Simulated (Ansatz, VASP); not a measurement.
# CaTcO3: VASP beside Ansatz

One calculation is typed for both programs; each brings its own data sets. How far apart do they land? The two relaxations start from unlike cells of this crystal (the structure described is Ansatz's start), so only their ends are compared.

Program: Ansatz 0.2.0. Level of theory: plane waves, with VASP 6.6.1 beside it; relaxation of cell and atoms at PBEsol. Results are calculated unless marked as measured.

## 1. The starting structure

Symmetry: Pnma, No. 62, orthorhombic system. Conventional cell: a = 5.533 Å, b = 7.722 Å, c = 5.411 Å, α = 90.00°, β = 90.00°, γ = 90.00°. Nearest to Ca lie 8 O at 2.32 to 2.73 Å. Tc has 6 O at 1.99 to 2.00 Å nearest. Nearest to O lie 2 Tc at 1.99 Å and 2 Ca at 2.35 to 2.45 Å. O has 2 Tc at 2.00 Å and 3 Ca at 2.32 to 2.73 Å nearest. Farther neighbours and most contacts between anions are not listed.

## 2. VASP: relaxation of cell and atoms, PBEsol

The relaxed volume is the usual yardstick between codes: in a stiff, nearly cubic crystal its relative difference is about their pressure difference at one cell divided by the bulk modulus.

Lines of VASP's logs that name or quote its potential files are left out, and so is its time.

The input, INCAR:

```
SYSTEM = CaTcO3
PREC = Accurate
ENCUT = 600
EDIFF = 1E-07
NELM = 120
ISMEAR = 0
SIGMA = 0.1
LREAL = .FALSE.
ALGO = Normal
GGA = PS
NBANDS = 102
LASPH = .TRUE.
LORBIT = 11
LWAVE = .FALSE.
LCHARG = .FALSE.
ISIF = 3
IBRION = 2
NSW = 80
EDIFFG = -0.005
GGA_COMPAT = .FALSE.
NELMIN = 4
KPAR = 4
```

The input, POSCAR:

```
CaTcO3
1.0
    5.5366478381      0.0000000000      0.0000000000
    0.0000000000      7.6133493115      0.0000000000
    0.0000000000      0.0000000000      5.3121431273
Ca Tc O
4 4 12
Direct
    0.0562658481      0.2500000000      0.5162604376
    0.4437341519      0.7500000000      0.0162604376
    0.5562658481      0.2500000000      0.9837395624
    0.9437341519      0.7500000000      0.4837395624
    0.0000000000      0.0000000000      0.0000000000
    0.5000000000      0.0000000000      0.5000000000
    0.5000000000      0.5000000000      0.5000000000
    0.0000000000      0.5000000000      0.0000000000
    0.4816255331      0.2500000000      0.4104118042
    0.0183744669      0.7500000000      0.9104118042
    0.9816255331      0.2500000000      0.0895881958
    0.5183744669      0.7500000000      0.5895881958
    0.2067064572      0.9547572114      0.2983240781
    0.2932935428      0.0452427886      0.7983240781
    0.7067064572      0.5452427886      0.2016759219
    0.7932935428      0.4547572114      0.7016759219
    0.7932935428      0.0452427886      0.7016759219
    0.7067064572      0.9547572114      0.2016759219
    0.2932935428      0.4547572114      0.7983240781
    0.2067064572      0.5452427886      0.2983240781
```

The input, KPOINTS:

```
Automatic mesh
0
Gamma
6 4 6
0 0 0
```

The projector-augmented-wave data sets are Ca_sv, Tc_pv and O (PBE family, release 64).

Started as:

```sh
$ mpirun -np 4 vasp_std
```

Numbers of over 12 decimals in the logs are rounded to 6 here.

Output:

```text
[banner, memory and clock lines left out]
running    4 mpi-ranks, on    1 nodes
 distrk:  each k-point on    1 cores,    4 groups
 distr:  one band on    1 cores,    1 groups

 POSCAR found type information on POSCAR CaTcO
 POSCAR found :  3 types and      20 ions
|                                                                             |
|               ----> ADVICE to this user running VASP <----                  |
|                                                                             |
|     You have a (more or less) 'large supercell' and for larger cells it     |
|     might be more efficient to use real-space projection operators.         |
|     Therefore, try LREAL= Auto in the INCAR file.                           |
|     Mind: For very accurate calculation, you might also keep the            |
|     reciprocal projection scheme (i.e. LREAL=.FALSE.).                      |
|                                                                             |

|                                                                             |
|               ----> ADVICE to this user running VASP <----                  |
|                                                                             |
|     You enforced a specific xc type in the INCAR file but a different       |
|     [... a line on the potential file left out ...]
|     I HOPE YOU KNOW WHAT YOU ARE DOING!                                     |
|                                                                             |

 LDA part: xc-table for (Slater+PW92), standard interpolation
 POSCAR, INCAR and KPOINTS ok, starting setup
 FFT: planning ... GRIDC
 FFT: planning ... GRID_SOFT
 FFT: planning ... GRID
 WAVECAR not read
 entering main loop
       N       E                     dE             d eps       ncg     rms          rms(c)
DAV:   1     0.217651329431E+04    0.21765E+04   -0.97657E+04  9928   0.186E+03
DAV:   2     0.475305433860E+02   -0.21290E+04   -0.20470E+04 10384   0.531E+02
DAV:   3    -0.176809483541E+03   -0.22434E+03   -0.22128E+03 12472   0.171E+02
DAV:   4    -0.185492463430E+03   -0.86830E+01   -0.86379E+01 13984   0.312E+01
DAV:   5    -0.185938651784E+03   -0.44619E+00   -0.44549E+00 15856   0.562E+00    0.623E+01
DAV:   6    -0.160995656022E+03    0.24943E+02   -0.18043E+02 12552   0.497E+01    0.173E+01
DAV:   7    -0.159900959683E+03    0.10947E+01   -0.30930E+01 11336   0.224E+01    0.199E+01
DAV:   8    -0.159579221455E+03    0.32174E+00   -0.40862E+00 11416   0.911E+00    0.412E+00
DAV:   9    -0.159518183001E+03    0.61038E-01   -0.55345E-01 14326   0.262E+00    0.127E+00
DAV:  10    -0.159510621246E+03    0.75618E-02   -0.59119E-02 14208   0.862E-01    0.377E-01
DAV:  11    -0.159510994710E+03   -0.37346E-03   -0.10177E-02 12858   0.381E-01    0.186E-01
DAV:  12    -0.159511055537E+03   -0.60827E-04   -0.13650E-03 13216   0.147E-01    0.780E-02
DAV:  13    -0.159511052289E+03    0.32477E-05   -0.20760E-04 13104   0.638E-02    0.256E-02
DAV:  14    -0.159511061255E+03   -0.89663E-05   -0.41707E-05 11592   0.270E-02    0.112E-02
DAV:  15    -0.159511060703E+03    0.55224E-06   -0.30683E-06 14432   0.633E-03    0.608E-03
DAV:  16    -0.159511060676E+03    0.26841E-07   -0.84381E-07 10400   0.357E-03
   1 F= -.15951106E+03 E0= -.15947734E+03  d E =-.159511E+03
 curvature:   0.00 expect dE= 0.000E+00 dE for cont linesearch  0.000E+00
 trial: gam= 0.00000 g(F)=  0.113E-04 g(S)=  0.649E-04 ort = 0.000E+00 (trialstep = 0.100E+01)
 search vector abs. value=  0.762E-04
 bond charge predicted
       N       E                     dE             d eps       ncg     rms          rms(c)
DAV:   1    -0.159511607771E+03   -0.54707E-03   -0.19379E-02 10984   0.651E-01    0.219E-01
DAV:   2    -0.159511158903E+03    0.44887E-03   -0.13328E-03 11216   0.166E-01    0.637E-02
DAV:   3    -0.159511095055E+03    0.63848E-04   -0.32056E-04 11680   0.620E-02    0.218E-02
DAV:   4    -0.159511086080E+03    0.89748E-05   -0.31427E-05 12408   0.297E-02    0.116E-02
DAV:   5    -0.159511084000E+03    0.20803E-05   -0.14108E-05 17200   0.130E-02    0.513E-03
DAV:   6    -0.159511083292E+03    0.70803E-06   -0.34340E-06 12072   0.673E-03    0.318E-03
DAV:   7    -0.159511081974E+03    0.13180E-05   -0.51467E-07 11680   0.243E-03    0.132E-03
DAV:   8    -0.159511081658E+03    0.31571E-06   -0.17603E-07  7648   0.166E-03    0.239E-04
DAV:   9    -0.159511081646E+03    0.12355E-07   -0.51176E-08  5864   0.722E-04
   2 F= -.15951108E+03 E0= -.15947734E+03  d E =-.209697E-04
 trial-energy change:   -0.000021  1 .order   -0.000011   -0.000076    0.000055
 step:   0.6835(harm=  0.5824)  dis= 0.00012  next Energy=  -159.511090 (dE=-0.293E-04)
 bond charge predicted
       N       E                     dE             d eps       ncg     rms          rms(c)
DAV:   1    -0.159511142436E+03   -0.60778E-04   -0.19356E-03 10952   0.206E-01    0.693E-02
DAV:   2    -0.159511095334E+03    0.47102E-04   -0.13374E-04 11192   0.524E-02    0.202E-02
DAV:   3    -0.159511089462E+03    0.58720E-05   -0.31933E-05 11624   0.196E-02    0.694E-03
DAV:   4    -0.159511088989E+03    0.47229E-06   -0.31521E-06 12344   0.940E-03    0.371E-03
DAV:   5    -0.159511089973E+03   -0.98406E-06   -0.13968E-06 15000   0.415E-03    0.160E-03
DAV:   6    -0.159511090253E+03   -0.28002E-06   -0.34064E-07  9008   0.218E-03    0.963E-04
DAV:   7    -0.159511090762E+03   -0.50816E-06   -0.46850E-08  5904   0.812E-04    0.419E-04
DAV:   8    -0.159511090859E+03   -0.97181E-07   -0.25787E-08  5736   0.602E-04
   3 F= -.15951109E+03 E0= -.15947736E+03  d E =-.301828E-04
 curvature:  -0.27 expect dE=-0.533E-05 dE for cont linesearch -0.550E-06
 trial: gam= 0.00000 g(F)=  0.559E-05 g(S)=  0.138E-04 ort =-0.124E-04 (trialstep = 0.937E+00)
 search vector abs. value=  0.194E-04
 reached required accuracy - stopping structural energy minimisation
```

OUTCAR, selected parts (step 2):

```text
ion  position               nearest neighbor table
   1  0.056  0.250  0.516-  11 2.30  16 2.35  17 2.35   9 2.42  14 2.53  19 2.53   6 3.11   7 3.11
                             5 3.21   8 3.21
   2  0.444  0.750  0.016-  12 2.30  15 2.35  18 2.35  10 2.42  13 2.53  20 2.53   5 3.11   8 3.11
                             7 3.21   6 3.21
   3  0.556  0.250  0.984-   9 2.30  14 2.35  19 2.35  11 2.42  17 2.53  16 2.53   5 3.11   8 3.11
                             7 3.21   6 3.21
   4  0.944  0.750  0.484-  10 2.30  13 2.35  20 2.35  12 2.42  18 2.53  15 2.53   6 3.11   7 3.11
                             5 3.21   8 3.21
   5  0.000  0.000  0.000-  10 1.96  11 1.96  14 1.98  18 1.98  17 1.98  13 1.98   2 3.11   3 3.11
                             1 3.21   4 3.21
   6  0.500  0.000  0.500-   9 1.96  12 1.96  13 1.98  17 1.98  14 1.98  18 1.98   1 3.11   4 3.11
                             3 3.21   2 3.21
   7  0.500  0.500  0.500-   9 1.96  12 1.96  16 1.98  20 1.98  19 1.98  15 1.98   1 3.11   4 3.11
                             3 3.21   2 3.21
   8  0.000  0.500  0.000-  10 1.96  11 1.96  15 1.98  19 1.98  16 1.98  20 1.98   2 3.11   3 3.11
                             1 3.21   4 3.21
   9  0.482  0.250  0.410-   6 1.96   7 1.96   3 2.30   1 2.42
  10  0.018  0.750  0.910-   5 1.96   8 1.96   4 2.30   2 2.42
  11  0.982  0.250  0.090-   5 1.96   8 1.96   1 2.30   3 2.42
  12  0.518  0.750  0.590-   6 1.96   7 1.96   2 2.30   4 2.42
  13  0.207  0.955  0.298-   6 1.98   5 1.98   4 2.35   2 2.53
  14  0.293  0.045  0.798-   5 1.98   6 1.98   3 2.35   1 2.53
  15  0.707  0.545  0.202-   8 1.98   7 1.98   2 2.35   4 2.53
  16  0.793  0.455  0.702-   7 1.98   8 1.98   1 2.35   3 2.53
  17  0.793  0.045  0.702-   6 1.98   5 1.98   1 2.35   3 2.53
  18  0.707  0.955  0.202-   5 1.98   6 1.98   2 2.35   4 2.53
  19  0.293  0.455  0.798-   8 1.98   7 1.98   3 2.35   1 2.53
  20  0.207  0.545  0.298-   7 1.98   8 1.98   4 2.35   2 2.53

  LATTYP: Found a simple orthorhombic cell.
 ALAT       =     5.3121431273
 B/A-ratio  =     1.0422625493
 C/A-ratio  =     1.4331973234

 Subroutine GETGRP returns: Found  8 space group operations
 (whereof  2 operations were pure point group operations)

The static configuration has the point symmetry S_2 .
 The point group associated with its full space group is D_2h.

 Found     48 irreducible k-points:

   k-points           NKPTS =     48   k-points in BZ     NKDIM =     48   number of bands    NBANDS=    102

   dimension x,y,z NGX =    48 NGY =   64 NGZ =   42
   dimension x,y,z NGXF=    96 NGYF=  128 NGZF=   84

   ENCUT  =  600.0 eV  44.10 Ry    6.64 a.u.  11.06 15.21 10.61*2*pi/ulx,y,z

   NELECT =     164.0000    total number of electrons

 k-points in reciprocal lattice and weights: Automatic mesh
   0.00000000  0.00000000  0.00000000       0.007
   0.16666667  0.00000000  0.00000000       0.014
   0.33333333  0.00000000  0.00000000       0.014
   0.50000000  0.00000000  0.00000000       0.007
   0.00000000  0.25000000  0.00000000       0.014
   0.16666667  0.25000000  0.00000000       0.028
   0.33333333  0.25000000  0.00000000       0.028
   0.50000000  0.25000000  0.00000000       0.014
   0.00000000  0.50000000  0.00000000       0.007
[...]
0.33333333  0.50000000  0.50000000       0.014
   0.50000000  0.50000000  0.50000000       0.007

 average (electrostatic) potential at core
       1 -41.5882       2 -41.5882       3 -41.5882       4 -41.5882       5 -74.0087
       6 -74.0087       7 -74.0087       8 -74.0087       9 -69.1079      10 -69.1079
      11 -69.1079      12 -69.1079      13 -69.0358      14 -69.0358      15 -69.0358
      16 -69.0358      17 -69.0358      18 -69.0358      19 -69.0358      20 -69.0358

 E-fermi :   7.1737

 k-point     1 :       0.0000    0.0000    0.0000
  band No.  band energies     occupation
    ...
     78       5.1900      2.00000
     79       5.3531      2.00000
     80       5.4858      2.00000
     81       6.9284      1.99948
     82       6.9768      1.99463
     83       7.4692      0.00003
     84       7.4822      0.00001
     85       7.5299      0.00000
     86       7.6368      0.00000
     87       7.9885      0.00000
    ...

 k-point     2 :       0.1667    0.0000    0.0000
  band No.  band energies     occupation
    ...
     78       5.5003      2.00000
     79       5.7594      2.00000
     80       5.7670      2.00000
     81       7.0470      1.92676
     82       7.0601      1.89178
     83       7.4442      0.00013
     84       7.5204      0.00000
     85       7.6397      0.00000
     86       7.6443      0.00000
     87       7.9242      0.00000
    ...

 k-point     3 :       0.3333    0.0000    0.0000
  band No.  band energies     occupation
    ...
     79       6.4512      2.00000
     80       6.4586      2.00000
     81       6.9425      1.99892
     82       7.1936      0.77837
     83       7.1944      0.76903
     84       7.5221      0.00000
     85       7.6124      0.00000
     86       7.6968      0.00000
     87       7.7332      0.00000
     88       8.0452      0.00000
    ...

  Total       -0.0200205     -0.0273780     -0.0677338      0.0000000      0.0000000     -0.0000000
  in kB       -0.1431871     -0.1958078     -0.4844335      0.0000000      0.0000000     -0.0000000
  external PRESSURE =      -0.2744761 kB  Pullay stress =       0.0000000 kB

  energy-cutoff  :      600.00
  volume of cell :      224.02
      direct lattice vectors                 reciprocal lattice vectors
     5.537687791  0.000000000  0.000000000     0.180580783  0.000000000  0.000000000
     0.000000000  7.614748745  0.000000000     0.000000000  0.131324097  0.000000000
    -0.000000000  0.000000000  5.312483366    -0.000000000  0.000000000  0.188235883

 POSITION                                       TOTAL-FORCE (eV/Angst)
 -----------------------------------------------------------------------------------
      0.31158      1.90369      2.74258         0.000586      0.000000     -0.000557
      2.45727      5.71106      0.08634        -0.000586     -0.000000     -0.000557
      3.08042      1.90369      5.22614         0.000586      0.000000      0.000557
      5.22611      5.71106      2.56990        -0.000586      0.000000      0.000557
      5.53769      0.00000      0.00000        -0.000000      0.000000     -0.000000
      2.76884      0.00000      2.65624        -0.000000      0.000000     -0.000000
      2.76884      3.80737      2.65624        -0.000000      0.000000     -0.000000
      5.53769      3.80737      0.00000        -0.000000      0.000000     -0.000000
      2.66721      1.90369      2.18024         0.002368      0.000000      0.000678
      0.10163      5.71106      4.83649        -0.002368      0.000000      0.000678
      5.43606      1.90369      0.47600         0.002368     -0.000000     -0.000678
      2.87047      5.71106      3.13224        -0.002368     -0.000000     -0.000678
      1.14469      7.27032      1.58496         0.000066      0.002763      0.001867
      1.62416      0.34443      4.24120        -0.000066     -0.002763      0.001867
      3.91353      4.15181      1.07128         0.000066     -0.002763     -0.001867
      4.39300      3.46294      3.72752        -0.000066      0.002763     -0.001867
      4.39300      0.34443      3.72752        -0.000066     -0.002763     -0.001867
      3.91353      7.27032      1.07128         0.000066      0.002763     -0.001867
      1.62416      3.46294      4.24120        -0.000066      0.002763      0.001867
      1.14469      4.15181      1.58496         0.000066     -0.002763      0.001867
 -----------------------------------------------------------------------------------
    total drift:                               -0.000000     -0.000000      0.000000

  FREE ENERGIE OF THE ION-ELECTRON SYSTEM (eV)
  ---------------------------------------------------
  free  energy   TOTEN  =      -159.5110908588 eV

  energy  without entropy=     -159.4436241376  energy(sigma->0) =     -159.47735750

 reached required accuracy - stopping structural energy minimisation

 total charge
# of ion       s       p       d       tot
------------------------------------------
    1        2.029   5.866   0.289   8.185
    2        2.029   5.866   0.289   8.185
    3        2.029   5.866   0.289   8.185
    4        2.029   5.866   0.289   8.185
    5        0.414   6.643   4.996  12.053
    6        0.414   6.643   4.996  12.053
    7        0.414   6.643   4.996  12.053
    8        0.414   6.643   4.996  12.053
    9        1.552   3.478   0.000   5.030
   10        1.552   3.478   0.000   5.030
   11        1.552   3.478   0.000   5.030
   12        1.552   3.478   0.000   5.030
   13        1.549   3.468   0.000   5.018
   14        1.549   3.468   0.000   5.018
   15        1.549   3.468   0.000   5.018
   16        1.549   3.468   0.000   5.018
   17        1.549   3.468   0.000   5.018
   18        1.549   3.468   0.000   5.018
   19        1.549   3.468   0.000   5.018
   20        1.549   3.468   0.000   5.018
--------------------------------------------------
tot         28.374  91.698  21.142 141.214

[... 3 further parts left out ...]
```

[end of part 1 of 2]

[Lines on the potential files, build, host, timing and source positions are cut from VASP's logs without a mark.]

[Logs are printed without paths, hosts, clocks, repeated set-up lines and the standing remarks that a program may print on its own settings, such as how far it seeks lower states.]

[Hosts, paths, dates, database ids (printed as entryN), source tags and the programs' standing remarks are cut or masked in the printed files.]
